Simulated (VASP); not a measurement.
CoO: band structure with RPBE+D4

The system is CoO.

```
CELL_PARAMETERS angstrom
0.00000 2.13150 2.13150
2.13150 0.00000 2.13150
2.13150 2.13150 0.00000
ATOMIC_POSITIONS crystal
Co 0.00373 0.98967 0.00079
O 0.48337 0.54029 0.49710
```

The cell isn't the ideal one: atoms moved at random, drawn with an rms of 0.1 Å.

```
Program                : VASP 6.6.1
Task                   : band structure
Functional             : RPBE
Dispersion             : D4
Potentials or basis    : VASP PAW PBE potentials, release 54 (Co, O)
Cutoff                 : 520 eV
k mesh                 : 8 × 8 × 8
Occupations            : gaussian, width 0.05 eV
Spin                   : non-collinear spin, zero start
Starting moments       : [[0.0, 0.0, 0.0], [0.0, 0.0, 0.0]] μB
Further INCAR settings : ALGO = Fast; EDIFF = 1e-07
```

```json
{"Band gap along the path": "none (metal or under the smearing width)", "Net moment": "0.00 μB per cell", "Dispersion energy per atom": "-0.593 eV"}
```

Levels at the corners of the path, in eV from the Fermi level:
| point | band 13 | band 14 | band 15 | band 16 | band 17 | band 18 | band 19 | band 20 |
| --- | --- | --- | --- | --- | --- | --- | --- | --- |
| Γ | -1.20 | -1.20 | -0.88 | -0.88 | -0.78 | -0.78 | 1.30 | 1.30 |
| X | -0.27 | -0.27 | -0.25 | -0.25 | -0.17 | -0.17 | 6.53 | 6.53 |
| X | -0.27 | -0.27 | -0.25 | -0.25 | -0.17 | -0.17 | 6.53 | 6.53 |
| W | -0.26 | -0.26 | -0.24 | -0.24 | 0.57 | 0.57 | 8.54 | 8.54 |
| W | -0.26 | -0.26 | -0.24 | -0.24 | 0.57 | 0.57 | 8.54 | 8.54 |
| K | -0.29 | -0.29 | 0.01 | 0.01 | 0.54 | 0.54 | 7.96 | 7.96 |
| K | -0.29 | -0.29 | 0.01 | 0.01 | 0.54 | 0.54 | 7.96 | 7.96 |
| Γ | -1.20 | -1.20 | -0.88 | -0.88 | -0.78 | -0.78 | 1.30 | 1.30 |
| Γ | -1.20 | -1.20 | -0.88 | -0.88 | -0.78 | -0.78 | 1.30 | 1.30 |
| L | -0.27 | -0.27 | 1.41 | 1.41 | 1.54 | 1.54 | 5.48 | 5.48 |
| L | -0.27 | -0.27 | 1.41 | 1.41 | 1.54 | 1.54 | 5.48 | 5.48 |
| U | -0.27 | -0.27 | 0.03 | 0.03 | 0.52 | 0.52 | 7.98 | 7.98 |
| U | -0.27 | -0.27 | 0.03 | 0.03 | 0.52 | 0.52 | 7.98 | 7.98 |
| W | -0.26 | -0.26 | -0.24 | -0.24 | 0.57 | 0.57 | 8.54 | 8.54 |
| W | -0.26 | -0.26 | -0.24 | -0.24 | 0.57 | 0.57 | 8.54 | 8.54 |
| L | -0.27 | -0.27 | 1.41 | 1.41 | 1.54 | 1.54 | 5.48 | 5.48 |
| L | -0.27 | -0.27 | 1.41 | 1.41 | 1.54 | 1.54 | 5.48 | 5.48 |
| K | -0.29 | -0.29 | 0.01 | 0.01 | 0.54 | 0.54 | 7.96 | 7.96 |
| U | -0.27 | -0.27 | 0.03 | 0.03 | 0.52 | 0.52 | 7.98 | 7.98 |
| X | -0.27 | -0.27 | -0.25 | -0.25 | -0.17 | -0.17 | 6.53 | 6.53 |

Moments on the atoms (μB; x, y, z):
```
Co  0.00 0.00 0.00
O   0.00 0.00 0.00
```

Run time: 13 min on 1 thread of Intel(R) Xeon(R) Platinum 8488C (Sapphire Rapids), with other jobs on the host, peak memory 0.45 GiB.

Caveat: the log is that of the step along the path at fixed density, whose energy, stress, charges and moments have no meaning; semilocal functionals often make such compounds metallic where correlation or magnetic order opens a gap, which also shifts bond lengths.
